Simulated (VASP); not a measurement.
A run of VASP 6.6.1 is set up as follows.

The input INCAR:

```
SYSTEM = Sr
  PREC = Accurate
  ENCUT = 520
  EDIFF = 1E-7
  ISMEAR = 0
  SIGMA = 0.05
  LREAL = .False.
  LASPH = .True.
  NELM = 80
  ALGO = Fast
  ISIF = 2
  LWAVE = .False.
  LCHARG = .False.
  GGA = PE
  NBANDS = 11
```

The input KPOINTS:

```
regular mesh
0
Gamma
  6 6 6
  0 0 0
```

File POSCAR:

```
Sr
1.0
   -2.3704198343      2.3704198343      2.3704198343
    2.3704198343     -2.3704198343      2.3704198343
    2.3704198343      2.3704198343     -2.3704198343
Sr
1
Direct
    0.0000000000      0.0000000000      0.0000000000
```

Potentials or basis: VASP PAW PBE potentials, release 64 (Sr_sv).

Launch:

```sh
$ cat potpaw_PBE.64/Sr_sv/POTCAR > POTCAR
$ mpirun -np 1 vasp_std > vasp.out
```

Question: What does it give for the band gap on the k mesh?

Answer: None (metal or under the smearing width).

Question: Predict the pressure.

Answer: 0.0 GPa.
